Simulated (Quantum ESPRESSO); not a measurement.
# BN (P6_3/mmc) in Quantum ESPRESSO: notebook, part 4 of 4

Quantum ESPRESSO 7.5. The steps go on from the part before.

**4. Phonons, LDA**

Contents of pw.in:

```
&CONTROL
  calculation = 'scf'
  prefix = 'pwscf'
  outdir = './tmp'
  pseudo_dir = './pseudo'
  tprnfor = .true.
  tstress = .true.
  disk_io = 'low'
/
&SYSTEM
  ibrav = 0
  celldm(1) = 8
  nat = 4
  ntyp = 2
  ecutwfc = 84
  nbnd = 14
  occupations = 'smearing'
  smearing = 'fd'
  degauss = 0.00367493
/
&ELECTRONS
  conv_thr = 8d-10
  electron_maxstep = 120
  mixing_beta = 0.5
/
ATOMIC_SPECIES
N     14.0070 N.upf
B     10.8100 B.upf
CELL_PARAMETERS alat
  0.5901236741981   0.0000000000000   0.0000000000000
 -0.2950618370991   0.5110620932419   0.0000000000000
  0.0000000000000   0.0000000000000   1.5674569556474
ATOMIC_POSITIONS crystal
N      0.6666666667    0.3333333333    0.2500000000
N      0.3333333333    0.6666666667    0.7500000000
B      0.6666666667    0.3333333333    0.7500000000
B      0.3333333333    0.6666666667    0.2500000000
K_POINTS automatic
8 8 2 0 0 1
```

Contents of relax.in:

```
&CONTROL
  calculation = 'vc-relax'
  prefix = 'pwscf'
  outdir = './tmp'
  pseudo_dir = './pseudo'
  tprnfor = .true.
  tstress = .true.
  disk_io = 'low'
  nstep = 40
  forc_conv_thr = 0.0001
  etot_conv_thr = 1d-06
/
&SYSTEM
  ibrav = 0
  celldm(1) = 8
  nat = 4
  ntyp = 2
  ecutwfc = 84
  nbnd = 14
  occupations = 'smearing'
  smearing = 'fd'
  degauss = 0.00367493
/
&ELECTRONS
  conv_thr = 8d-10
  electron_maxstep = 120
  mixing_beta = 0.5
/
&IONS
  ion_dynamics = 'bfgs'
/
&CELL
  cell_dynamics = 'bfgs'
  press = 0
  press_conv_thr = 0.2
/
ATOMIC_SPECIES
N     14.0070 N.upf
B     10.8100 B.upf
CELL_PARAMETERS alat
  0.5901236741981   0.0000000000000   0.0000000000000
 -0.2950618370991   0.5110620932419   0.0000000000000
  0.0000000000000   0.0000000000000   1.5674569556474
ATOMIC_POSITIONS crystal
N      0.6666666667    0.3333333333    0.2500000000
N      0.3333333333    0.6666666667    0.7500000000
B      0.6666666667    0.3333333333    0.7500000000
B      0.3333333333    0.6666666667    0.2500000000
K_POINTS automatic
8 8 2 0 0 1
```

Contents of scf2.in:

```
&CONTROL
  calculation = 'scf'
  prefix = 'pwscf'
  outdir = './tmp'
  pseudo_dir = './pseudo'
  tprnfor = .true.
  tstress = .true.
  disk_io = 'low'
/
&SYSTEM
  ibrav = 0
  celldm(1) = 8
  nat = 4
  ntyp = 2
  ecutwfc = 84
  nbnd = 14
  occupations = 'fixed'
/
&ELECTRONS
  conv_thr = 1d-13
  electron_maxstep = 120
  mixing_beta = 0.5
  startingpot = 'file'
  startingwfc = 'file'
/
ATOMIC_SPECIES
N     14.0070 N.upf
B     10.8100 B.upf
CELL_PARAMETERS alat
  0.5879628123185  -0.0000000000068   0.0000000000000
 -0.2939814061533   0.5091907319518   0.0000000000000
  0.0000000000000   0.0000000000000   1.5286792069042
ATOMIC_POSITIONS crystal
N      0.6666666666    0.3333333332    0.2500000000
N      0.3333333332    0.6666666666    0.7500000000
B      0.6666666666    0.3333333332    0.7500000000
B      0.3333333332    0.6666666666    0.2500000000
K_POINTS automatic
8 8 2 0 0 1
```

Contents of ph.in:

```
phonons of BN
&INPUTPH
  prefix = 'pwscf'
  outdir = './tmp'
  tr2_ph = 1d-18
  fildyn = 'dyn'
  niter_ph = 90
  alpha_mix(1) = 0.7
  epsil = .true.
/
0.0000000000 0.0000000000 0.0000000000
```

Contents of dynmat.in:

```
&INPUT
  fildyn = 'dyn'
  asr = 'crystal'
  lperm = .true.
  filout = 'dynmat.disp'
  fileig = 'dynmat.eig'
/
```

Contents of dynmat_lo.in:

```
&INPUT
  fildyn = 'dyn'
  asr = 'crystal'
  filout = 'dynmat_lo.disp'
  fileig = 'dynmat_lo.eig'
  q(1) = 0
  q(2) = 0
  q(3) = 1
/
```

Potentials or basis: PseudoDojo 0.4.1 SR LDA standard.

Launch:

```sh
$ OMP_NUM_THREADS=1 mpirun -n 4 pw.x -nk 2 -in pw.in > pw.out
$ OMP_NUM_THREADS=1 mpirun -n 4 pw.x -nk 2 -in relax.in > relax.out
$ OMP_NUM_THREADS=1 mpirun -n 4 pw.x -nk 2 -in scf2.in > scf2.out
$ OMP_NUM_THREADS=1 mpirun -n 4 ph.x -nk 2 -in ph.in > ph.out
$ OMP_NUM_THREADS=1 mpirun -n 1 dynmat.x -in dynmat.in > dynmat.out
$ OMP_NUM_THREADS=1 mpirun -n 1 dynmat.x -in dynmat_lo.in > dynmat_lo.out
```

pw.out:

```text
This program is part of the open-source Quantum ESPRESSO suite
     for quantum simulation of materials; please cite
[... 6 lines left out ...]
     using ibrav=0 with symmetry is DISCOURAGED, use correct ibrav instead

     K-points division:     npool     =       2
     Subspace diagonalization in iterative solution of the eigenvalue problem:
     a serial algorithm will be used

     --------------------
     sticks:   dense  smooth     PW     G-vecs:    dense   smooth      PW
     Min         255     255     75                12589    12589    2045
     Max         256     256     76                12594    12594    2056
     Sum         511     511    151                25183    25183    4101

     Using Slab Decomposition

     bravais-lattice index     =            0
     lattice parameter (alat)  =       8.0000  a.u.
     unit-cell volume          =     242.0373 (a.u.)^3
     number of atoms/cell      =            4
     number of atomic types    =            2
     number of electrons       =        16.00
     number of Kohn-Sham states=           14
     kinetic-energy cutoff     =      84.0000  Ry
     charge density cutoff     =     336.0000  Ry
     scf convergence threshold =      8.0E-10
     mixing beta               =       0.5000
     number of iterations used =            8  plain     mixing
     Exchange-correlation= SLA  PW   NOGX NOGC
                           (   1   4   0   0   0   0   0)

     celldm(1)=   8.000000  celldm(2)=   0.000000  celldm(3)=   0.000000
     celldm(4)=   0.000000  celldm(5)=   0.000000  celldm(6)=   0.000000

[... 63 lines left out ...]

     Self-consistent Calculation

     iteration #  1     ecut=    84.00 Ry     beta= 0.50
     Davidson diagonalization with overlap
     ethr =  1.00E-02,  avg # of iterations =  6.3

     total energy              =     -53.52073332 Ry
     estimated scf accuracy    <       0.77046182 Ry
[... 57 lines left out ...]
     iteration # 10     ecut=    84.00 Ry     beta= 0.50
     Davidson diagonalization with overlap
     ethr =  6.18E-12,  avg # of iterations =  2.9

     End of self-consistent calculation

          k = 0.0000 0.0000 0.1595 (  3109 PWs)   bands (ev):

   -13.0829 -12.8597  -1.5959  -0.0568   3.1615   3.1615   3.1878   3.1878
    10.1915  13.6830  16.1037  16.1037  16.1938  16.1938
[... 13 lines left out ...]
   -10.6567 -10.5185  -3.1554  -3.0920   0.6379   0.6831   1.8611   3.0159
    10.3340  11.1036  13.6759  14.7344  16.2018  18.2631

          k = 0.0000-0.9784 0.1595 (  3160 PWs)   bands (ev):

    -9.8538  -9.8030  -4.3995  -4.3549   0.3168   0.3635   3.1703   3.9195
     8.7130   9.7289  14.2904  14.6054  17.2010  17.9545

          k = 0.2118 0.3669 0.1595 (  3130 PWs)   bands (ev):
[... 21 lines left out ...]
    -9.3615  -9.3304  -3.7786  -3.6989  -2.0492  -2.0065   4.0507   4.4617
     9.0451   9.4259  15.7379  17.1847  17.3043  17.9310

     the Fermi energy is     6.6333 ev

!    total energy              =     -53.68544631 Ry
     estimated scf accuracy    <          2.7E-11 Ry
     smearing contrib. (-TS)   =       0.00000000 Ry
     internal energy E=F+TS    =     -53.68544631 Ry

     The total energy is F=E-TS. E is the sum of the following terms:
     one-electron contribution =     -15.98648224 Ry
     hartree contribution      =      16.27712865 Ry
     xc contribution           =     -17.23182658 Ry
     ewald contribution        =     -36.74426616 Ry

     convergence has been achieved in  10 iterations

     Forces acting on atoms (cartesian axes, Ry/au):

     atom    1 type  1   force =     0.00000000    0.00000000   -0.00000000
     atom    2 type  1   force =    -0.00000000   -0.00000000    0.00000000
     atom    3 type  2   force =     0.00000000    0.00000000    0.00000000
     atom    4 type  2   force =    -0.00000000   -0.00000000    0.00000000

     Total force =     0.000000     Total SCF correction =     0.000000

     Computing stress (Cartesian axis) and pressure

          total   stress  (Ry/bohr**3)                   (kbar)     P=      -29.20
  -0.00027582  -0.00000000   0.00000000          -40.57       -0.00        0.00
  -0.00000000  -0.00027582  -0.00000000           -0.00      -40.57       -0.00
   0.00000000   0.00000000  -0.00004390            0.00        0.00       -6.46

=------------------------------------------------------------------------------=
   JOB DONE.
=------------------------------------------------------------------------------=
```

scf2.out:

```text
This program is part of the open-source Quantum ESPRESSO suite
     for quantum simulation of materials; please cite
[... 6 lines left out ...]
     using ibrav=0 with symmetry is DISCOURAGED, use correct ibrav instead

     K-points division:     npool     =       2
[... 195 lines left out ...]
  -0.00000058   0.00000000   0.00000000           -0.09        0.00        0.00
   0.00000000  -0.00000058   0.00000000            0.00       -0.09        0.00
   0.00000000   0.00000000  -0.00000089            0.00        0.00       -0.13

=------------------------------------------------------------------------------=
   JOB DONE.
=------------------------------------------------------------------------------=
```

Wall time 2.8 min (4 MPI ranks of Intel Xeon at 2.50GHz (Skylake/Cascade Lake), shared host); peak memory 0.24 GiB.

Results:

```
Free energy                                             : -730.4329 eV
Relaxed volume                                          : 8.68 Å³/atom
Relaxed cell                                            : a = 2.489 Å, b = 2.489 Å, c = 6.472 Å, α = 90.00°, β = 90.00°, γ = 120.00°
Space group after relaxing (to 0.05 Å)                  : P6_3/mmc (No. 194)
Pressure after relaxing                                 : 0.0 GPa
Electronic dielectric tensor (diagonal)                 : 4.85, 4.85, 2.85
Born charges (mean of the diagonal)                     : N -2.07; B +2.08 e
Highest phonon frequency at Γ, LO-TO splitting left out : 1386 cm⁻¹
Static dielectric tensor (diagonal)                     : 6.62, 6.62, 3.41
```

Step by step:
```csv
step,energy change (eV),largest force (eV/Å),pressure (GPa),volume (Å³)
1,0.0000,0.0000,-2.92,35.87
2,-0.0010,0.0000,2.20,35.33
3,-0.0036,0.0000,-0.20,35.54
4,-0.0037,0.0000,-0.22,35.51
5,-0.0039,0.0000,-0.23,35.47
6,-0.0041,0.0000,-0.22,35.41
7,-0.0044,0.0000,-0.19,35.31
8,-0.0047,0.0000,-0.15,35.17
9,-0.0051,0.0000,-0.09,34.96
10,-0.0052,0.0000,0.01,34.70
11,-0.0052,0.0000,0.00,34.72
```

Final structure:
```
N B
1.0
     2.48909    0.00000    0.00000
    -1.24455    2.15562    0.00000
     0.00000    0.00000    6.47154
N B
2 2
Direct
  0.66667 0.33333 0.25000
  0.33333 0.66667 0.75000
  0.66667 0.33333 0.75000
  0.33333 0.66667 0.25000
```

Phonon frequencies in cm⁻¹ (negative: imaginary):
```tsv
q point	frequencies
(0.000, 0.000, 0.000)	-2 -2 -1 50 50 115 755 817 1386 1386 1386 1386
```

Electronic dielectric tensor:
```
4.85 0.00 0.00
0.00 4.85 0.00
0.00 0.00 2.85
```

Born effective charge tensors (e):
atom 1, N
```
-2.70  0.00  0.00
 0.00 -2.70  0.00
 0.00  0.00 -0.82
```
atom 2, N
```
-2.70  0.00  0.00
 0.00 -2.70  0.00
 0.00  0.00 -0.82
```
atom 3, B
```
2.70 0.00 0.00
0.00 2.70 0.00
0.00 0.00 0.84
```
atom 4, B
```
2.70 0.00 0.00
0.00 2.70 0.00
0.00 0.00 0.84
```

Optical modes at Γ, degenerate ones joined, polar ones without the macroscopic field:
```
cm⁻¹  components  symmetry  active in  IR intensity, summed ((D/Å)²/amu)
  50           2       E2g      Raman                               0.00
 115           1       B1g     silent                               0.00
 755           1       A2u         IR                               5.19
 817           1       B1g     silent                               0.00
1386           2       E2g      Raman                               0.00
1386           2       E1u         IR                             110.20
```

Zone-centre frequencies without and with the macroscopic field along z (cm⁻¹):
|  | optical modes in rising order |
| --- | --- |
| without | 50 50 115 755 817 1386 1386 1386 1386 |
| with the field | 50 50 115 817 826 1386 1386 1386 1386 |

Static dielectric tensor, electrons and zone-centre modes:
```
6.62 0.00 0.00
0.00 6.62 0.00
0.00 0.00 3.41
```

Caveat: the k mesh is coarse (spacing up to 0.47 Å⁻¹), so the values aren't converged; the mesh is thin for the dielectric tensor, Born charges and intensities, which usually come out too large; the layers were relaxed without a dispersion term, so their spacing and the soft interlayer modes are unreliable.

**5. The runs side by side**

```csv
task,level,potentials or basis,k mesh,form of the LDA correlation,q mesh,pressure (GPa)
phonon dispersion,LDA,PseudoDojo 0.4.1 SR LDA standard,"6 × 6 × 2, shifted",PW92,2 × 2 × 2,0.0
phonon dispersion,PBE,PseudoDojo 0.4.1 SR PBE standard,"6 × 6 × 2, shifted",-,2 × 2 × 2,0.3
phonons,LDA,PseudoDojo 0.4.1 SR LDA standard,"8 × 8 × 2, shifted",PW92,-,0.0
```

Alike in all rows: no spin polarisation; cell relaxed; cutoff (eV) 1143; smearing fermi-dirac 0.05 eV; the mesh is coarse, so values aren't converged.

Caveats: all runs use coarse meshes; the layers were relaxed without a dispersion term, so their spacing and the soft interlayer modes are unreliable; this functional lacks dispersion, which binds the layers, so the pressure and a relaxed spacing across them are unreliable (some runs).

Total energies depend on the potentials used, so only differences within one code and one set of settings carry meaning.
